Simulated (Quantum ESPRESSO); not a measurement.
# MoS2 under changes of volume

One of the cells (50.735 Å³/atom); the others are scaled copies at fixed shape and fractional positions:

```
Mo S
1.0
     3.18413    0.00000    0.00000
    -1.59206    2.75753    0.00000
     0.00000    0.00000   17.33460
Mo S
1 2
Direct
  0.00000 0.00000 0.00000
  0.33333 0.66667 0.91051
  0.33333 0.66667 0.08949
```

* Program: Quantum ESPRESSO 7.5
* Functional: PBEsol
* Potentials or basis: GBRV 1.5 PBEsol
* Cutoff: 612 eV
* Density cutoff: 4898 eV
* k mesh: 10 × 10 × 2
* Occupations: fermi-dirac, width 0.05 eV
* Spin: no spin polarisation

```tsv
volume (Å³/atom)	energy over the lowest point (meV/atom)	gap on the mesh (eV)
47.690	13.02	1.90
48.705	2.59	1.84
49.720	0.00	1.79
50.735	4.41	1.73
51.749	15.09	1.68
52.764	?	?
53.779	52.70	1.58
```

**Question.** What does the run at 52.764 Å³/atom give?

**Answer.** Energy over the lowest point 31.38 meV/atom; gap on the mesh 1.63 eV.

Worked out: A Birch-Murnaghan fit of order 3 (a polynomial in V^(-2/3)) to the other rows has its minimum at 49.57 Å³/atom with B0 = V·E''(V) = 55 GPa and B' = 4.4 at fixed shape and positions, which overstates the stiffness. It gives 31.38 meV/atom at 52.764 Å³/atom, against the run's 31.38. A straight line through the other rows of the gap, of slope -2.66 eV per unit of ln V, gives 1.63 eV, against the run's 1.63.

Energies are extrapolated to zero smearing.

A mesh can miss the band edges. Spin-orbit coupling on Mo is left out.
